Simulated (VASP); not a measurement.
A run of VASP 6.6.1:

Contents of INCAR:

```
PREC = Accurate
ENCUT = 900
EDIFF = 1E-6
ISMEAR = -1
SIGMA = 0.05
LREAL = False
LASPH = True
NELM = 60
ALGO = Fast
ISIF = 3
LWAVE = False
LCHARG = False
GGA = PE
IBRION = 2
NSW = 60
EDIFFG = -0.01
```

KPOINTS

```
Automatic mesh
0
Gamma
  8 8 8
```

The input POSCAR:

```
GaAs
1.0
    0.0000000000      2.8268500000      2.8268500000
    2.8268500000      0.0000000000      2.8268500000
    2.8268500000      2.8268500000      0.0000000000
As Ga
1 1
Direct
    0.7500000000      0.7500000000      0.7500000000
    0.0000000000      0.0000000000      0.0000000000
```

Potentials or basis: VASP PAW PBE potentials, release 64 (As, Ga_d).

The run is started by

```console
$ cat potpaw_PBE.64/As/POTCAR potpaw_PBE.64/Ga_d/POTCAR > POTCAR
$ mpirun -np 1 vasp_std > vasp.out
```

Hardware: 1 thread of AMD EPYC 7R13 Processor (Zen 3), on a shared host.

**Question.** How long does it take, and how much memory?

**Answer.** Run time: 2.6 min on 1 thread of AMD EPYC 7R13 Processor (Zen 3), on a shared host, peak memory 0.23 GiB. Counts: scf iterations 43, k points 29, ion steps 5.
